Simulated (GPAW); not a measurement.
GaN, 2 atoms in the cell. The structure is cubic, space group F-43m (No. 216). Conventional cell: a = 4.507 Å, b = 4.507 Å, c = 4.507 Å, α = 90.00°, β = 90.00°, γ = 90.00°. Around Ga (site symmetry -43m) lie 4 N at 1.95 Å. N (site symmetry -43m) is surrounded by 4 Ga at 1.95 Å. The cell is a database's computed one.

- Program: GPAW 26.7.0
- Task: hybrid scf
- Functional: r2SCAN-EpsX
- Potentials or basis: GPAW PAW data sets (gpaw-data 1.2.1)
- Cutoff: 650 eV
- Basis: pw
- k mesh: 5 × 5 × 5
- Occupations: fermi-dirac, width 0.001 eV
- Spin: no spin polarisation
- Maxiter: 40
- Eps inf used: 5.567
- Eps inf from: RPA with local fields on PBE states, same cell
- Exx fraction: 0.18

Potentials or basis: GPAW PAW data sets (gpaw-data 1.2.1), pw.

Run with:

```sh
$ OMP_NUM_THREADS=1 python run.py
```

Hardware: 1 thread of Intel(R) Xeon(R) Platinum 8488C (Sapphire Rapids), on a shared host.

Problem. Estimate the wall time of this run.

Solution. Wall time 14 min on 1 thread of Intel(R) Xeon(R) Platinum 8488C (Sapphire Rapids), on a shared host, peak memory 0.31 GiB. Counts: scf iterations 15, plane waves 875, bands 11, k points 10.
